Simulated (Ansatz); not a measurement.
Layered crystal of CdI2, relaxed:

```
Cd I
1.0
     4.24319    0.00000    0.00000
    -2.12160    3.67471    0.00000
     0.00000    0.00000   27.31306
Cd I
4 8
Direct
  0.00000 0.00000 0.00000
  0.66667 0.33333 0.74996
  0.33333 0.66667 0.25004
  0.00000 0.00000 0.50000
  0.00000 0.00000 0.31336
  0.66667 0.33333 0.43667
  0.00000 0.00000 0.68664
  0.33333 0.66667 0.56333
  0.33333 0.66667 0.81330
  0.66667 0.33333 0.93668
  0.66667 0.33333 0.18670
  0.33333 0.66667 0.06332
```

The calculation used DFT PBE+D3(BJ), scalar-relativistic, plane waves, PAW in Ansatz 0.2.0. Cutoff 420 eV; k points 6×6×1 on the computed 12-atom cell (Γ-centred); Gaussian smearing, width 0.02 eV; no spin polarisation.

Q: What does it cost to take out one layer and relax it free-standing?

A: 14.0 meV/Å² (73 meV/atom). The layer's area changes by 0.0 %. The gap on the mesh goes from 2.21 eV to 2.45 eV. The layer is isolated along c and computed on a 6×6×1 mesh.

Gaps are read on the k meshes alone.

Spin-orbit coupling is left out, which matters for the bands of heavy elements.

Cost: 2 runs of about 1 core-minutes in all, on Intel Xeon Platinum 8488C (Sapphire Rapids) (shared hosts).